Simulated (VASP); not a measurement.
A run of VASP 6.6.1 is set up as follows.

INCAR

```
  PREC = Accurate
  ENCUT = 520
  EDIFF = 1E-7
  ISMEAR = -1
  SIGMA = 0.05
  LREAL = F
  LASPH = T
  NELM = 60
  ALGO = Normal
  ISIF = 2
  LWAVE = F
  LCHARG = F
  GGA = RE
  IVDW = 13
  NBANDS = 16
```

The input KPOINTS:

```
Automatic mesh
0
Gamma
  8 8 8
```

Contents of POSCAR:

```
GaSb
1.0
    0.0000000000      3.0463588260      3.0463588260
    3.0463588260      0.0000000000      3.0463588260
    3.0463588260      3.0463588260      0.0000000000
Sb Ga
1 1
Direct
    0.7500000000      0.7500000000      0.7500000000
    0.0000000000      0.0000000000      0.0000000000
```

Potentials or basis: VASP PAW PBE potentials, release 64 (Sb, Ga_d).

Run with:

```console
$ cat potpaw_PBE.64/Sb/POTCAR potpaw_PBE.64/Ga_d/POTCAR > POTCAR
$ mpirun -np 1 vasp_std > vasp.out
```

(1) Estimate the pressure.

(2) Predict the band gap on the k mesh.

Answers

(1) 0.1 GPa.

(2) 0.20 eV, direct.

Caveat: the PAW data sets were made with another functional, which shifts forces and pressure a little; spin-orbit coupling is left out, which moves the levels of the heavy elements.

**What was measured.**

A printed reference work, data compilation reports, for a bulk crystal of GaSb at 4.2 K: band gap 0.811 eV (direct).

A measured gap of GaSb is 0.811 eV (direct; 4.2 K; a printed reference work, data compilation); the calculated 0.20 eV misses it by -0.61 eV. Spin-orbit coupling on Ga, Sb is left out. The value is that of revPBE+D4 on a finite k mesh, which can miss the band edges, without temperature or zero-point motion. Semilocal functionals fall short of measured gaps as a rule.
